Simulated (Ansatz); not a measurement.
## How stiff is this cell of ZrO2?

Cell: a refined structure from the COD, ions relaxed with PBE at fixed cell.

```yaml
crystal:
  lattice:
    - [3.59610, 0.00000, 0.00000]
    - [0.00000, 3.59610, 0.00000]
    - [0.00000, 0.00000, 5.17700]
  atoms:
    - { symbol: Zr, position: [0.00000, 0.00000, 0.00000] }
    - { symbol: Zr, position: [0.50000, 0.50000, 0.50000] }
    - { symbol: O, position: [0.00000, 0.50000, 0.20119] }
    - { symbol: O, position: [0.00000, 0.50000, 0.70119] }
    - { symbol: O, position: [0.50000, 0.00000, 0.29881] }
    - { symbol: O, position: [0.50000, 0.00000, 0.79881] }
```

Sites (sets of like atoms) are named by element and the number of their first atom in this list.

The numbers come from a DFT calculation in Ansatz (PBE, plane waves and PAW, scalar-relativistic, 420 eV cutoff, Γ-centred 8×8×6 k-points, Fermi–Dirac smearing 0.02 eV).

The cell is stretched along z (the third Cartesian axis of the run's cell), x and y held, and the ions relax again each time. Tension counts as positive.

| strain along z (%) | stress along z (GPa) | stress along x (GPa) | gap on the k-mesh (eV) |
| --- | --- | --- | --- |
| -3 | -17.8 | -7.8 | 3.73 |
| -2 | -13.9 | -6.9 | 3.84 |
| -1 | -10.0 | -6.0 | 3.93 |
| 0 | -6.6 | -5.3 | 4.02 |
| +1 | -3.6 | -4.6 | 4.08 |
| +2 | ? | ? | ? |
| +3 | 1.5 | -3.3 | 4.12 |

(1) Estimate the row at +2 % from the others.

Answers

(1) stress along z (GPa): -1.1; stress along x (GPa): -4.0; gap on the k-mesh (eV): 4.11. Worked: parabolas through the other 6 rows give -0.9 and -3.9 GPa at +2 %. Their slopes at zero strain are 323 GPa (the stiffness along z) and 75 GPa (the coupling of z to x). They hold at this cell, where the calculated pressure is 5.7 GPa. The gap opens by 76 meV per per cent of stretch between the rows next to zero strain; the parabola gives 4.11 eV for the withheld row.

PBE gaps are too small, by a third to a half in many semiconductors; their changes with strain are better.

All values belong to this cell and structure model.
